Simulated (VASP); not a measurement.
## A VASP 6.6.1 relaxation on SiC

INCAR

```
ENCUT = 800
NELM = 56
SIGMA = 0.02
IBRION = 2
LCHARG = .FALSE.
LASPH = .TRUE.
EDIFFG = -5E-3
NBANDS = 8
LREAL = .FALSE.
EDIFF = 1E-7
ISMEAR = -1
NSW = 40
GGA = CA
LWAVE = .FALSE.
ISIF = 3
PREC = Accurate
```

KPOINTS

```
KPOINTS created by Atomic Simulation Environment
0
Gamma
8 8 8
0 0 0
```

POSCAR

```
Si C
 1.0000000000000000
     2.6443621003327489    0.0000000000000000   -0.0000000000000000
     0.0000000000000000    2.6443621003327489    0.0000000000000000
     0.0000000000000000    0.0000000000000000    2.6443621003327489
 Si  C
   1   1
Cartesian
  0.0000000000000000  0.0000000000000000  0.0000000000000000
  1.3221810501663744  1.3221810501663744  1.3221810501663744
```

The recommended LDA PAW datasets give the neutral cell 8 valence electrons.

Command

```
mpirun -np 1 vasp_std
```

OSZICAR

```
N       E                     dE             d eps       ncg     rms          rms(c)
DAV:   1     0.104266861832E+02    0.10427E+02   -0.53226E+03   568   0.124E+03
DAV:   2    -0.125913048287E+02   -0.23018E+02   -0.22765E+02   800   0.118E+02
DAV:   3    -0.130350615348E+02   -0.44376E+00   -0.43465E+00   696   0.186E+01
DAV:   4    -0.130360968385E+02   -0.10353E-02   -0.10353E-02   784   0.951E-01
DAV:   5    -0.130361000206E+02   -0.31821E-05   -0.31828E-05   640   0.318E-02    0.522E+00
DAV:   6    -0.125128072084E+02    0.52329E+00   -0.32917E+00   600   0.873E+00    0.247E+00
DAV:   7    -0.125067304008E+02    0.60768E-02   -0.65485E-02   568   0.232E+00    0.111E+00
DAV:   8    -0.125019964078E+02    0.47340E-02   -0.83551E-03   624   0.717E-01    0.191E-01
DAV:   9    -0.125016796841E+02    0.31672E-03   -0.79328E-04   720   0.158E-01    0.505E-02
DAV:  10    -0.125016806956E+02   -0.10115E-05   -0.12849E-04   632   0.764E-02    0.171E-02
...
   2 F= -.12518214E+02 E0= -.12517883E+02  d E =-.165403E-01
       N       E                     dE             d eps       ncg     rms          rms(c)
DAV:   1    -0.125238981265E+02   -0.56839E-02   -0.96159E-02   624   0.256E+00    0.339E-01
DAV:   2    -0.125224183286E+02    0.14798E-02   -0.42240E-03   584   0.422E-01    0.143E-01
DAV:   3    -0.125221151846E+02    0.30314E-03   -0.18927E-04   640   0.124E-01    0.598E-02
DAV:   4    -0.125220290079E+02    0.86177E-04   -0.98166E-05   584   0.672E-02    0.148E-02
DAV:   5    -0.125220286100E+02    0.39788E-06   -0.64263E-07   720   0.743E-03    0.908E-03
DAV:   6    -0.125220284111E+02    0.19893E-06   -0.49294E-08   320   0.240E-03    0.143E-03
DAV:   7    -0.125220284030E+02    0.81093E-08   -0.51371E-09   280   0.646E-04
   3 F= -.12522028E+02 E0= -.12521699E+02  d E =-.203545E-01
```

From OUTCAR

```
k-points           NKPTS =     35   k-points in BZ     NKDIM =     35   number of bands    NBANDS=      8

   NELECT =       8.0000    total number of electrons

   dimension x,y,z NGX =    24 NGY =   24 NGZ =   24
   dimension x,y,z NGXF=    48 NGYF=   48 NGZF=   48

  energy-cutoff  :      800.00
  volume of cell :       17.68
      direct lattice vectors                 reciprocal lattice vectors
     2.604899342  0.000000000 -0.000000000     0.383891993 -0.000000000  0.000000000
     0.000000000  2.604899342  0.000000000    -0.000000000  0.383891993 -0.000000000
    -0.000000000  0.000000000  2.604899342     0.000000000 -0.000000000  0.383891993

 k-points in reciprocal lattice and weights: KPOINTS created by Atomic Simulation Env
   0.00000000  0.00000000  0.00000000       0.002
   0.12500000  0.00000000  0.00000000       0.012
   0.25000000  0.00000000  0.00000000       0.012
   0.37500000  0.00000000  0.00000000       0.012
   0.50000000  0.00000000  0.00000000       0.006
   0.12500000  0.12500000  0.00000000       0.023
   0.25000000  0.12500000  0.00000000       0.047
   0.37500000  0.12500000  0.00000000       0.047
   ...

 E-fermi :  11.7893

 k-point     1 :       0.0000    0.0000    0.0000
  band No.  band energies     occupation
      1      -6.1033      2.00000
      2      10.6045      2.00000
      3      10.6045      2.00000
      4      10.6045      2.00000
      5      13.8771      0.00000
      6      16.6854      0.00000
      7      16.6854      0.00000
      8      24.8761      0.00000

 k-point     2 :       0.1250    0.0000    0.0000
  band No.  band energies     occupation
      1      -5.7945      2.00000
      2       8.2553      2.00000
      3      10.8249      2.00000
      4      10.8249      2.00000
      5      14.5478      0.00000
      6      16.9951      0.00000
      7      18.5645      0.00000
      8      24.0979      0.00000

 k-point     3 :       0.2500    0.0000    0.0000
  band No.  band energies     occupation
      1      -4.8747      2.00000
      2       4.7986      2.00000
      3      11.4364      2.00000
      4      11.4364      2.00000
      5      15.3384      0.00000
      6      17.8958      0.00000
      7      20.2586      0.00000
      8      22.2325      0.00000

 k-point     4 :       0.3750    0.0000    0.0000
  band No.  band energies     occupation
      1      -3.3786      2.00000
      2       1.6615      2.00000
      3      12.2268      0.00000
      4      12.2268      0.00000
      5      16.3766      0.00000
      6      19.2264      0.00000
      7      19.4323      0.00000
      8      20.3466      0.00000

 k-point     5 :       0.5000    0.0000    0.0000
  band No.  band energies     occupation
      1      -1.8519      2.00000
      2      -0.4235      2.00000
      3      12.6488      0.00000
      4      12.6488      0.00000
      5      17.2716      0.00000
      6      18.4455      0.00000
      7      19.5125      0.00000
      8      19.5125      0.00000

 k-point     6 :       0.1250    0.1250    0.0000
  band No.  band energies     occupation
      1      -5.4864      2.00000
      2       8.4724      2.00000
      3       8.5560      2.00000
      4      11.0436      2.00000
      5      15.3532      0.00000
      6      18.0737      0.00000
      7      19.1791      0.00000
      8      22.9263      0.00000

 ...

  Total       -0.0007047     -0.0007047     -0.0007047      0.0000000     -0.0000000     -0.0000000
  in kB       -0.0638802     -0.0638802     -0.0638802      0.0000000     -0.0000000     -0.0000000
  external PRESSURE =      -0.0638802 kB  Pullay stress =       0.0000000 kB

 POSITION                                       TOTAL-FORCE (eV/Angst)
 -----------------------------------------------------------------------------------
      0.00000      0.00000      0.00000         0.000000     -0.000000      0.000000
      1.30245      1.30245      1.30245        -0.000000      0.000000      0.000000
 -----------------------------------------------------------------------------------
    total drift:                                0.000000     -0.000000     -0.000000

  FREE ENERGIE OF THE ION-ELECTRON SYSTEM (eV)
  ---------------------------------------------------
  free  energy   TOTEN  =       -12.5220284030 eV

  energy  without entropy=      -12.5213702411  energy(sigma->0) =      -12.52169932
```

```tsv
ionic step	ΔE (meV/atom)	volume (Å³)	largest force (eV/Å)	pressure (GPa)	electronic steps
1	0.0	18.49	0.000	-7.54	13
2	-8.3	17.35	0.000	3.83	7
3	-10.2	17.68	0.000	-0.01	7
```

It converged. Results: relaxed cell vector lengths 2.605, 2.605, 2.605 Å; relaxed cell volume 17.68 Å³.

For comparison, a separate LDA relaxation on usual settings, not on those above, ends at 17.67 Å³.

The run above took about 4.3 s on one core of a shared host (Intel Xeon 6975P-C) and held 0.13 GiB at most.
